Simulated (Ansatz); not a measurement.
## One atom moved over a plane in SiC

Theory: DFT PBE, scalar-relativistic, plane waves, PAW in Ansatz 0.2.0. The runs took a 420 eV cutoff, a Γ-centred 12×12×6 mesh and Gaussian smearing (0.05 eV). No spin polarisation. Energies are free energies at this smearing, counted from the undisturbed cell; pressure is positive in compression.

The starting cell (relaxed at this level):

```
CELL_PARAMETERS angstrom
3.09177 0.00000 0.00000
-1.54588 2.67755 0.00000
0.00000 0.00000 5.07402
ATOMIC_POSITIONS crystal
Si 0.33333 0.66667 0.00456
Si 0.66667 0.33333 0.50456
C 0.33333 0.66667 0.38044
C 0.66667 0.33333 0.88044
```

Atom 3 (C) is moved by p along (0.707, 0.707, 0.000) and q along (0.000, 0.000, 1.000) (Å), all else fixed. Points are written (p, q).

Energy above the undisturbed cell in eV/cell (a dash: not computed):

```
 p \ q  -0.200  -0.100  0.000  0.100  0.200
-0.200    0.82    0.47   0.44   0.63   0.99
-0.100    0.63    0.21   0.10   0.23   0.52
 0.000    0.58    0.13   0.00   0.11   0.38
 0.100    0.63    0.20   0.09   0.21   0.50
 0.200    0.76    0.39   0.33   0.50   0.84
```

Pressure in GPa:

```
 p \ q  -0.200  -0.100  0.000  0.100  0.200
-0.200     5.1     3.0    2.9    4.2    6.5
-0.100     3.9     1.3    0.7    1.5    3.4
 0.000     3.6     0.8    0.0    0.7    2.4
 0.100     3.9     1.2    0.6    1.4    3.2
 0.200     4.6     2.4    2.1    3.3    5.4
```

Gap on the k-mesh in eV:

```
 p \ q  -0.200  -0.100  0.000  0.100  0.200
-0.200    1.22    1.61   1.98   2.18   2.06
-0.100    1.36    1.78   2.16   2.29   2.17
 0.000    1.48    1.92   2.31   2.33   2.23
 0.100    1.34    1.75   2.11   2.27   2.15
 0.200    1.14    1.52   1.86   2.07   1.99
```